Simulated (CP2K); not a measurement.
The system is Te2Mo.

```
Te Mo
1.0
     3.51820    0.00000    0.00000
    -1.75910    3.04685    0.00000
     0.00000    0.00000   13.97360
Te Mo
4 2
Direct
  0.66667 0.33333 0.37900
  0.33333 0.66667 0.87900
  0.66667 0.33333 0.12100
  0.33333 0.66667 0.62100
  0.66667 0.33333 0.75000
  0.33333 0.66667 0.25000
```

Base run:

- Program: CP2K 2026.2
- Functional: PW91
- Potentials or basis: POTENTIAL_UZH Te GTH-PBE-q6, Mo GTH-PBE-q14; DZVP-MOLOPT-PBE-GTH basis
- Density cutoff: 9184 eV
- k mesh: 9 × 9 × 2
- Occupations: fermi-dirac, width 0.05 eV
- Spin: no spin polarisation

Its results: band gap on the k mesh 0.89 eV, indirect (least direct gap 1.05 eV); pressure 6.6 GPa; largest force 0.438 eV/Å.

**Question.** After a change of settings the same cell gave: band gap on the k mesh 0.86 eV, indirect (least direct gap 1.05 eV); pressure 3.5 GPa; largest force 0.284 eV/Å. Which change was it?
A. functional from PW91 to PBEsol
B. functional from PW91 to rev-vdW-DF2
C. functional from PW91 to LDA
D. functional from PW91 to r2SCAN

**Answer.** A.

PBEsol binds more tightly than PW91, so the same cell stands under less pressure.

Caveats: the potentials were made for another functional, which shifts forces and pressure; spin-orbit coupling is left out, which moves the levels of the heavy elements; an odd mesh through Γ misses points on the zone boundary, where band edges often lie; this functional lacks dispersion, which binds the layers, so the pressure and a relaxed spacing across them are unreliable; the basis of atomic orbitals isn't converged, which shifts pressures, moduli and gaps.

Runs at the PBE level aren't shown here.
